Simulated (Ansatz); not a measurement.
The reference is InCuS$_{2}$ in the chalcopyrite structure (space group I-42d, No. 122; a = 5.577 Å, c = 11.234 Å).

(Cell as relaxed with PBE.)

Levels (all Ansatz, a first-principles code, PAW): PBE (420 eV, no spin-orbit coupling); r2SCAN (500 eV, without spin-orbit coupling).

Each level relaxes its own structure.

```
base                         PBE       r2SCAN
-------------------  -----------  -----------
volume per atom         21.84 Å³     21.21 Å³
lattice parameter a  10.539 bohr  10.435 bohr
band gap                    zero      0.36 eV
```

Now apply this change: cell and atoms relaxed at a pressure of 18 GPa.

| quantity | PBE | r2SCAN |
|---|---|---|
| band gap | 0.44 eV | … |
| electron mass | 0.091 mₑ along c, 0.074 mₑ across (at Γ) | … |
| valence-band top at Γ (three highest levels, from the VBM) | 0.00, 0.00, -0.05 eV | … |
| lattice parameter a | 9.895 bohr | … |
| c/a ratio | 2.034 | … |

Q: Predict the r2SCAN column.

A: 
- band gap, r2SCAN: 0.87 eV
- electron mass, r2SCAN: 0.14 mₑ along c, 0.12 mₑ across (at Γ)
- valence-band top at Γ (three highest levels, from the VBM), r2SCAN: 0.00, 0.00, -0.05 eV
- lattice parameter a, r2SCAN: 9.846 bohr
- c/a ratio, r2SCAN: 2.035

PBE's band gap lies 0.43 eV below r2SCAN's; PBE's lattice parameter a lies 0.049 bohr above r2SCAN's (0.5 %); the two agree on the valence-band top at Γ. Neither level is exact; r2SCAN is the comparison here, not a measurement.

Load acts through the strain it causes; cell and atoms are relaxed under it. Masses are band curvatures over ±0.01 Å⁻¹ around the edge. Whether these cells are dynamically stable was not tested. No other phases were tried under pressure. The final runs are not spin-polarised. Gaps under 0.05 eV, about the width of the smearing, are given as zero. The zero or small gap of InCuS2 can change with the level of theory.
